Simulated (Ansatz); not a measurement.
# TlBr: excitons and shallow donors from band masses and screening

All numbers below come from DFT PBE+D3(BJ), scalar-relativistic, plane waves, PAW (Ansatz).

Cutoff 420 eV; k points 8×8×8 on the computed 2-atom cell (Γ-centred); Gaussian smearing, width 0.02 eV; no spin polarisation.

Relaxed cell: Pm-3m, a = 3.980 Å, b = 3.980 Å, c = 3.980 Å, α = 90.00°, β = 90.00°, γ = 90.00°, 2 atoms in the primitive cell.

The calculation gives a Kohn–Sham gap of 1.86 eV, an electron mass of 0.2 mₑ and a hole mass of 0.369 mₑ (harmonic means over x, y, z and over the bands degenerate at each edge), and ε∞ = 6.59 (independent particles, mean of the diagonal).

Q: Estimate the binding energy and radius of a Wannier–Mott exciton and of a shallow donor, and say whether the hydrogenic model can hold.

A: The reduced mass is μ = mₙmₕ/(mₙ + mₕ) = 0.13 mₑ, with mₙ and mₕ the band masses. With E_b = 13.606 eV × μ/ε² and a = 0.529 Å × ε/μ (μ in mₑ) the exciton has E_b = 41 meV and a = 27 Å. For a donor μ is the electron mass: 63 meV and 17.5 Å. The exciton's radius is 7 times the shortest lattice vector (3.98 Å), so the continuum picture is reasonable. In a polar crystal the ions screen too, so a state bound more weakly than an optical phonon feels the larger static constant, which lowers the energy and widens the orbit. The other way, the small Kohn–Sham gap and the missing local fields make ε∞ too large and the masses tend to be too light, which underbinds.

Spin-orbit coupling is left out, which matters for the bands of heavy elements.

Cost: 4 runs of about 0.45 core-minutes in all, on Intel Xeon 6975P-C (Granite Rapids) (shared hosts).